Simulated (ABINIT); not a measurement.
# BeTe (F-43m) in ABINIT: settings compared, part 2 of 2

ABINIT 10.8.3 (patched build).

## Step 5: Equation of state, revPBE+D3(BJ)

The input, run.abi:

```
ndtset 7
getwfk -1
scalecart1 3*0.9795861087
scalecart2 3*0.9864848297
scalecart3 3*0.9932883884
scalecart4 3*1.0000000000
scalecart5 3*1.0066227096
scalecart6 3*1.0131594038
scalecart7 3*1.0196128224

pp_dirpath "./"
pseudos "Te.GGA_PBE-JTH.xml, Be.GGA_PBE-JTH.xml"

acell 3*1.0 Angstrom
rprim
     0.0000000000     2.7700000000     2.7700000000
     2.7700000000     0.0000000000     2.7700000000
     2.7700000000     2.7700000000     0.0000000000
ntypat 2
znucl 52 4
natom 2
typat 1 2
xred
     0.7500000000     0.7500000000     0.7500000000
     0.0000000000     0.0000000000     0.0000000000

ecut 19.0
pawecutdg 38.0

kptopt 1
ngkpt 8 8 8
nshiftk 1
shiftk 0.0 0.0 0.0

ixc 14
vdw_xc 7

nband 9
occopt 3
tsmear 0.05 eV

nstep 100
tolvrs 1.0e-9

iomode 3
prtwf 1
prtden 0
prteig 0
prtebands 0
```

Potentials or basis: JTH PAW PBE v2.0.

Launch:

```console
$ abinit run.abi > log 2>&1
```

run.abo:

```text
.Version 10.8.3 of ABINIT
 DATASET    1 : space group F-4 3 m (#216); Bravais cF (face-center cubic)
================================================================================
 Values of the parameters that define the memory need for DATASET  1.
     intxc =       0    ionmov =       0      iscf =      17    lmnmax =       8
     lnmax =       4     mgfft =      30  mpssoang =       2    mqgrid =    3001
     natom =       2  nloc_mem =       2    nspden =       1   nspinor =       1
    nsppol =       1      nsym =      24    n1xccc =       1    ntypat =       2
    occopt =       3   xclevel =       2
       mpw =        1076          nfft =       27000          nkpt =          29
 PAW method is used; the additional fine FFT grid is defined by:
   mgfftf=        45    nfftf =     91125
================================================================================
================================================================================
[... 71 lines left out ...]
 DATASET    7 : space group F-4 3 m (#216); Bravais cF (face-center cubic)
================================================================================
 Values of the parameters that define the memory need for DATASET  7.
     intxc =       0    ionmov =       0      iscf =      17    lmnmax =       8
     lnmax =       4     mgfft =      30  mpssoang =       2    mqgrid =    3001
     natom =       2  nloc_mem =       2    nspden =       1   nspinor =       1
    nsppol =       1      nsym =      24    n1xccc =       1    ntypat =       2
    occopt =       3   xclevel =       2
       mpw =        1219          nfft =       27000          nkpt =          29
 PAW method is used; the additional fine FFT grid is defined by:
[... 1424 lines left out ...]
            acell      1.8897261259E+00  1.8897261259E+00  1.8897261259E+00 Bohr
           etotal1    -2.3151336020E+01
           etotal2    -2.3152100756E+01
           etotal3    -2.3152557490E+01
           etotal4    -2.3152735371E+01
           etotal5    -2.3152654217E+01
           etotal6    -2.3152339424E+01
           etotal7    -2.3151818566E+01
            fcart1    -0.0000000000E+00 -0.0000000000E+00 -0.0000000000E+00
                      -0.0000000000E+00 -0.0000000000E+00 -0.0000000000E+00
            fcart2    -2.0369019447E-31 -8.9433204086E-48  2.0369019447E-31
                       2.0369019447E-31  8.9433204086E-48 -2.0369019447E-31
            fcart3    -6.8780304200E-30 -6.4734403953E-30  1.9824911211E-29
                       6.8780304200E-30  6.4734403953E-30 -1.9824911211E-29
            fcart4     6.0281186041E-30  6.0281186041E-30 -1.8084355812E-29
                      -6.0281186041E-30 -6.0281186041E-30  1.8084355812E-29
            fcart5     1.2775378732E-29  6.3876893660E-30 -2.5550757464E-29
                      -1.2775378732E-29 -6.3876893660E-30  2.5550757464E-29
[... 38 lines left out ...]
                       0.0000000000E+00  0.0000000000E+00  0.0000000000E+00
           xangst1     4.0701802816E+00  4.0701802816E+00  4.0701802816E+00
                       0.0000000000E+00  0.0000000000E+00  0.0000000000E+00
           xangst2     4.0988444674E+00  4.0988444674E+00  4.0988444674E+00
                       0.0000000000E+00  0.0000000000E+00  0.0000000000E+00
           xangst3     4.1271132538E+00  4.1271132538E+00  4.1271132538E+00
                       0.0000000000E+00  0.0000000000E+00  0.0000000000E+00
           xangst4     4.1550000000E+00  4.1550000000E+00  4.1550000000E+00
                       0.0000000000E+00  0.0000000000E+00  0.0000000000E+00
           xangst5     4.1825173584E+00  4.1825173584E+00  4.1825173584E+00
                       0.0000000000E+00  0.0000000000E+00  0.0000000000E+00
           xangst6     4.2096773228E+00  4.2096773228E+00  4.2096773228E+00
                       0.0000000000E+00  0.0000000000E+00  0.0000000000E+00
           xangst7     4.2364912771E+00  4.2364912771E+00  4.2364912771E+00
                       0.0000000000E+00  0.0000000000E+00  0.0000000000E+00
             xred      7.5000000000E-01  7.5000000000E-01  7.5000000000E-01
                       0.0000000000E+00  0.0000000000E+00  0.0000000000E+00
 Calculation completed.
```

Run time: 89 s. Hardware: 1 thread of Arm Neoverse N1, shared host; peak memory 0.13 GiB.

Results:

```yaml
Equilibrium_volume: 21.33 Å³/atom
Bulk_modulus: 65 GPa
Pressure_derivative_of_the_bulk_modulus: "3.8 (rough: it moves with the points fitted)"
```

Energy against volume, from the lowest point:
```csv
volume (Å³/atom),energy (meV/atom)
19.979,19.04
20.404,8.63
20.829,2.42
21.254,0.00
21.679,1.10
22.104,5.39
22.529,12.47
```

Caveat: pressures at fixed basis lie under the slope of the energies; the PAW data sets were made with another functional, which shifts forces and pressure a little.

## Step 6: The runs side by side

```tsv
task	level	potentials or basis	cutoff (eV)	dispersion computed by	fine-grid cutoff	gap on the mesh (eV)	pressure (GPa)	V0 of scaled cells (Å³/atom)	B0 (GPa)
band structure	PBEsol	PseudoDojo NC SR PBEsol v0.4.1 standard	1197	-	-	1.75	2.4	-	-
equation of state	PBEsol+D3(BJ)	JTH PAW PBE v2.0	517	simple-dftd3 1.7.0	1034.03 eV	-	-	21.29	65
band structure	PBE	SG15 NC PBE v1.2	1197	-	-	1.87	4.4	-	-
equation of state	revPBE+D3(BJ)	JTH PAW PBE v2.0	517	-	1034.03 eV	-	-	21.33	65
```

Alike in all rows: no spin polarisation; cell as given; k mesh 8 × 8 × 8; smearing fermi-dirac 0.05 eV.

Caveats: spin-orbit coupling is left out, which moves the levels of the heavy elements (some runs); pressures at fixed basis lie under the slope of the energies (some runs); the PAW data sets were made with another functional, which shifts forces and pressure a little (some runs).

Absolute energies hang on the potentials; compare differences alone.
